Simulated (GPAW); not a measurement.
Y:

```xyz
2
Lattice="3.6474 0.0000 0.0000 -1.8237 3.1587 0.0000 0.0000 0.0000 5.7306" Properties=species:S:1:pos:R:3 pbc="T T T"
Y     1.8237    1.0529    4.2980
Y     0.0000    2.1058    1.4326
```

Base run:

| Property | Result |
| --- | --- |
| Program | GPAW 26.7.0 |
| Functional | revPBE |
| Potentials or basis | the program's PAW data sets (release 1.2.1) made for this functional |
| Cutoff | 600 eV |
| Basis | pw |
| k mesh | 8 × 8 × 5 |
| Occupations | fermi-dirac, width 0.05 eV |
| Spin | no spin polarisation |

Its results: pressure 0.9 GPa.

After a change of settings the same cell gave: pressure 1.3 GPa. Which change was it?
A. functional from revPBE to RPBE
B. functional from revPBE to PBEsol; potentials or basis from the program's PAW data sets (release 1.2.1) made for this functional to PAW data sets generated in the run's folder for this functional
C. functional from revPBE to PBE; potentials or basis from the program's PAW data sets (release 1.2.1) made for this functional to GPAW PAW data sets (gpaw-data 1.2.1)
D. functional from revPBE to LDA

A.
